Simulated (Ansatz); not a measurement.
The system is NaCl.

```
Cl Na
1.0
     3.50219    0.00000    0.00000
     0.00000    3.50219    0.00000
     0.00000    0.00000    3.50219
Cl Na
1 1
Direct
  0.50000 0.50000 0.50000
  0.00000 0.00000 0.00000
```

Measurements of this composition are mostly on another form, of space group No. 225.

Base run:

| Item | Value |
| --- | --- |
| Program | Ansatz 0.2.0 |
| Functional | PBE |
| Potentials or basis | all-electron PAW datasets made for the crystal |
| Cutoff | 180 eV (chosen from the basis error) |
| k mesh | 6 × 6 × 6 |
| Occupations | fermi-dirac, width 0.05 eV |
| Spin | no spin polarisation |

Its results: band gap on the k mesh 3.98 eV, indirect (least direct gap 4.47 eV); pressure 0.1 GPa.

Q: The run is repeated on the same cell with these changes: functional from PBE to PBE0; cutoff from 180 eV (chosen from the basis error) to 200 eV (chosen from the basis error). What comes out?

A: Band gap on the k mesh 6.01 eV, indirect (least direct gap 6.54 eV); pressure -0.5 GPa.

PBE0 gives the wider gap, since exact exchange removes part of the self-interaction.

A k mesh can miss the band edges.
